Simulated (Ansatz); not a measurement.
## Hf under strains and displacements

All numbers below come from DFT PBE, scalar-relativistic, plane waves, PAW in Ansatz.

Plane waves to 420 eV, a k mesh through Γ of 16×16×16 on the computed 1-atom cell and Gaussian smearing (0.10 eV); no spin polarisation.

Reference cell:

```yaml
crystal:
  lattice:
    - [-1.80500, 1.80500, 1.80500]
    - [1.80500, -1.80500, 1.80500]
    - [1.80500, 1.80500, -1.80500]
  atoms:
    - { symbol: Hf, position: [0.00000, 0.00000, 0.00000] }
```

Each variant moves atoms of this cell by the vectors given, if any (Å), and then applies a symmetric strain (tensor components, Cartesian axes). The reference cell isn't relaxed at this level. Energies are per atom at zero smearing, counted from the lowest variant. Pressure is positive in compression.

1. strain (xx yy zz yz xz xy, %) -0.91 -0.91 -0.91 0.00 0.00 0.00
2. strain (xx yy zz yz xz xy, %) -0.94 -0.94 -0.94 0.00 0.00 0.00
3. strain (xx yy zz yz xz xy, %) 2.04 2.04 2.04 0.00 0.00 0.00
4. strain (xx yy zz yz xz xy, %) 1.21 1.21 1.21 0.00 0.00 0.00
5. strain (xx yy zz yz xz xy, %) -1.91 -1.91 -1.91 0.00 0.00 0.00

```json
{"variant": "1", "ΔE (meV/atom)": "5.7", "P (GPa)": "-2.67", "space group": "Im-3m"}
{"variant": "2", "ΔE (meV/atom)": "5.3", "P (GPa)": "-2.58", "space group": "Im-3m"}
{"variant": "3", "ΔE (meV/atom)": "90.6", "P (GPa)": "-9.49", "space group": "Im-3m"}
{"variant": "4", "ΔE (meV/atom)": "57.3", "P (GPa)": "-7.81", "space group": "Im-3m"}
{"variant": "5", "ΔE (meV/atom)": "0.0", "P (GPa)": "0.29", "space group": "Im-3m"}
```

Spin–orbit coupling is left out, which can shift energies with elements as heavy as these.

This bcc form isn't the element's structure at ambient conditions.